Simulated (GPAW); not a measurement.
Ti:

```xyz
2
Lattice="2.9500 0.0000 0.0000 -1.4750 2.5548 0.0000 0.0000 0.0000 4.6800" Properties=species:S:1:pos:R:3 pbc="T T T"
Ti    1.4750    0.8516    3.5100
Ti    0.0000    1.7032    1.1700
```

* Program: GPAW 26.7.0
* Task: relaxation of cell and atoms
* Functional: PBEsol
* Dispersion: D3(BJ)
* Potentials or basis: PAW data sets generated in the run's folder for this functional
* Cutoff: 600 eV
* Basis: pw
* k mesh: 10 × 10 × 6
* Occupations: fermi-dirac, width 0.05 eV
* Spin: no spin polarisation

At the start: pressure -11.6 GPa; volume 17.64 Å³/atom.

Q: Where does the relaxation end?

A: Over 18 steps the energy falls by 60.8 meV/atom and the volume is 15.88 Å³/atom (-9.9 %); space group P6_3/mmc (No. 194, to 0.05 Å).

Step by step:
| step | energy change (eV) | largest force (eV/Å) | pressure (GPa) | volume (Å³) |
| --- | --- | --- | --- | --- |
| 1 | 0.0000 | 0.0000 | -11.60 | 35.27 |
| 2 | -0.0413 | 0.0000 | -9.85 | 34.60 |
| 3 | -0.0951 | 0.0001 | -6.30 | 33.41 |
| 4 | -0.1216 | 0.0001 | -1.06 | 31.94 |
| 5 | -0.0952 | 0.0000 | 5.29 | 30.49 |
| 6 | -0.0974 | 0.0000 | 5.01 | 30.55 |
| 7 | -0.1014 | 0.0000 | 4.48 | 30.66 |
| 8 | -0.1065 | 0.0000 | 3.72 | 30.82 |
| 9 | -0.1118 | 0.0000 | 2.79 | 31.03 |
| 10 | -0.1164 | 0.0000 | 1.73 | 31.27 |
| 11 | -0.1200 | 0.0000 | 0.63 | 31.53 |
| 12 | -0.1216 | 0.0000 | -0.48 | 31.79 |
| 13 | -0.1216 | 0.0000 | -0.47 | 31.79 |
| 14 | -0.1216 | 0.0000 | -0.46 | 31.79 |
| 15 | -0.1216 | 0.0000 | -0.44 | 31.79 |
| 16 | -0.1216 | 0.0000 | -0.42 | 31.78 |
| 17 | -0.1216 | 0.0000 | -0.39 | 31.77 |
| 18 | -0.1216 | 0.0000 | -0.36 | 31.77 |

Final structure:
```xyz
2
Lattice="2.8529 0.0000 0.0000 -1.4264 2.4707 0.0000 0.0000 0.0000 4.5067" Properties=species:S:1:pos:R:3 pbc="T T T"
Ti    1.4264    0.8236    3.3800
Ti    0.0000    1.6471    1.1267
```

Caveat: later steps reuse the first step's grids; pairwise dispersion overbinds metals, which lowers pressure and volume.
